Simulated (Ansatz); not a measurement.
TePb:

```
Pb Te
1.0
     4.19315    0.00000    0.00000
     0.00000    4.19315    0.00000
     0.00000    0.00000    4.19315
Pb Te
1 1
Direct
  0.00000 0.00000 0.00000
  0.50000 0.50000 0.50000
```

Measurements of this composition are mostly on another form, of space group No. 225.

The cell isn't the ideal one: volume scaled by 1.15.

* Program: Ansatz 0.2.0
* Task: relaxation of cell and atoms
* Functional: exchange-only PBE
* Potentials or basis: Ansatz PAW earlier set
* Cutoff: 700 eV
* Density cutoff: 2800 eV
* k mesh: 7 × 7 × 7
* Occupations: gaussian, width 0.15 eV
* Spin: no spin polarisation

At the start: volume 36.86 Å³/atom.

**Question.** How do energy, volume and symmetry change on relaxing?

**Answer.** It ends after 5 steps and the volume is 40.23 Å³/atom (+9.1 %); space group Pm-3m (No. 221, to 0.05 Å).

Step by step:
```tsv
step	energy change (eV)	largest force (eV/Å)	volume (Å³)
1	0.0000	0.0000	73.73
2	-0.0452	0.0000	78.61
3	-0.0483	0.0000	80.20
4	-0.0484	0.0000	80.46
5	-0.0485	0.0000	80.46
```

Final structure:
```yaml
crystal:
  lattice:
    - [4.31712, 0.00000, 0.00000]
    - [0.00000, 4.31712, 0.00000]
    - [0.00000, 0.00000, 4.31712]
  atoms:
    - { symbol: Pb, position: [0.00000, 0.00000, 0.00000] }
    - { symbol: Te, position: [0.50000, 0.50000, 0.50000] }
```

Caveat: the plane-wave basis is chosen anew once the cell has moved, so the energies of steps on either side of that aren't comparable; the PAW data sets come from PBE, with cores solved anew for the run's functional, which leaves a small shift of forces and pressure.
